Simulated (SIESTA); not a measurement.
Crystal: MgSe.

```xyz
2
Lattice="0.0000 2.7255 2.7255 2.7255 0.0000 2.7255 2.7255 2.7255 0.0000" Properties=species:S:1:pos:R:3 pbc="T T T"
Se    2.7255    2.7255    2.7255
Mg    0.0000    0.0000    0.0000
```

Base run:

```yaml
Program: SIESTA 5.4.2
Functional: PBE
Potentials_or_basis: PseudoDojo 0.4 standard (PBE files)
Basis: DZP (energy shift 0.003 Ry; two zetas on semicore shells)
Grid_cutoff: 800 Ry
Energy_shift: 0.003 Ry
k_mesh: 8 × 8 × 8
Occupations: fermi-dirac, width 0.05 eV
Spin: no spin polarisation
```

Its results: band gap on the k mesh 1.92 eV, indirect (least direct gap 2.66 eV); pressure 4.1 GPa.

Q: After a change of settings the same cell gave: band gap on the k mesh 2.03 eV, indirect (least direct gap 2.78 eV); pressure 5.7 GPa. Which change was it?
A. functional from PBE to WC; potentials or basis from PseudoDojo 0.4 standard (PBE files) to PseudoDojo 0.4 standard (PBEsol files)
B. functional from PBE to AM05; potentials or basis from PseudoDojo 0.4 standard (PBE files) to PseudoDojo 0.4 standard (PBEsol files)
C. functional from PBE to PBEsol; potentials or basis from PseudoDojo 0.4 standard (PBE files) to PseudoDojo 0.4 standard (PBEsol files)
D. functional from PBE to revPBE

A: D.

revPBE binds less tightly than PBE, so the same cell stands under more pressure.

Caveats: the basis of atomic orbitals isn't converged, which shifts pressures, moduli and gaps; the potentials were made for another functional, which shifts forces and pressure (some runs).
